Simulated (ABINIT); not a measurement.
Crystal: MoS2.

```
Mo S
1.0
     1.58000    0.91221    6.15000
    -1.58000    0.91221    6.15000
     0.00000   -1.82443    6.15000
Mo S
1 2
Direct
  0.00000 0.00000 0.00000
  0.41700 0.41700 0.41700
  0.25000 0.25000 0.25000
```

Measurements of this composition are mostly on another form, of space group No. 194.

Base run:

```yaml
Program: ABINIT 10.8.3 (patched build)
Functional: PBE
Potentials_or_basis: PseudoDojo NC SR PBE v0.4.1 standard
Cutoff: 1088 eV
k_mesh: 8 × 8 × 8
Occupations: fermi-dirac, width 0.05 eV
Spin: no spin polarisation
```

Its results: band gap on the k mesh 1.03 eV, indirect (least direct gap 2.02 eV); pressure 5.4 GPa; largest force 0.530 eV/Å.

Q: The run is repeated on the same cell with these changes: functional from PBE to LDA; potentials or basis from PseudoDojo NC SR PBE v0.4.1 standard to PseudoDojo NC SR LDA v0.4.1 standard; cutoff from 1088 eV to 952 eV. What comes out?

A: Band gap on the k mesh 0.96 eV, indirect (least direct gap 2.02 eV); pressure -2.6 GPa; largest force 0.092 eV/Å.

A k mesh can miss the band edges.
